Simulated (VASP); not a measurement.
A run of VASP 6.6.1 is set up as follows.

The input INCAR:

```
PREC = Accurate
ENCUT = 600
EDIFF = 1E-7
ISMEAR = 0
SIGMA = 0.02
LREAL = F
LASPH = T
NELM = 60
ALGO = Fast
ISIF = 3
LWAVE = F
LCHARG = F
GGA = PS
IBRION = 2
NSW = 90
EDIFFG = -0.005
```

File KPOINTS:

```
Automatic mesh
0
Gamma
  8 8 8
```

File POSCAR:

```
Li2O
1.0
    0.0000000000      2.3135000000      2.3135000000
    2.3135000000      0.0000000000      2.3135000000
    2.3135000000      2.3135000000      0.0000000000
Li O
2 1
Direct
    0.2500000000      0.2500000000      0.2500000000
    0.7500000000      0.7500000000      0.7500000000
    0.0000000000      0.0000000000      0.0000000000
```

Potentials or basis: VASP PAW PBE potentials, release 64 (Li_sv, O).

Run with:

```bash
$ cat potpaw_PBE.64/Li_sv/POTCAR potpaw_PBE.64/O/POTCAR > POTCAR
$ mpirun -np 1 vasp_std > vasp.out
```

Q: Predict the relaxed cell.

A: a = 3.238 Å, b = 3.238 Å, c = 3.238 Å, α = 60.00°, β = 60.00°, γ = 60.00°.

Q: What does it give for the relaxed volume?

A: 8.00 Å³/atom.

Q: Predict the space group after relaxing (to 0.05 Å).

A: Fm-3m (No. 225).

Q: Estimate the band gap on the k mesh.

A: 4.87 eV, indirect (least direct gap 5.36 eV).

Step by step:
| step | energy change (eV) | largest force (eV/Å) | pressure (GPa) | volume (Å³) |
| --- | --- | --- | --- | --- |
| 1 | 0.0000 | 0.0000 | -2.43 | 24.77 |
| 2 | -0.0049 | 0.0000 | -1.05 | 24.32 |
| 3 | -0.0059 | 0.0000 | -0.02 | 24.01 |

Caveat: the cutoff is under 1.25 times the usual one of these potentials, so pressure, stress and relaxed cells hold a basis-set (Pulay) error; the PAW data sets were made with another functional, which shifts forces and pressure a little. A k mesh can miss the band edges.
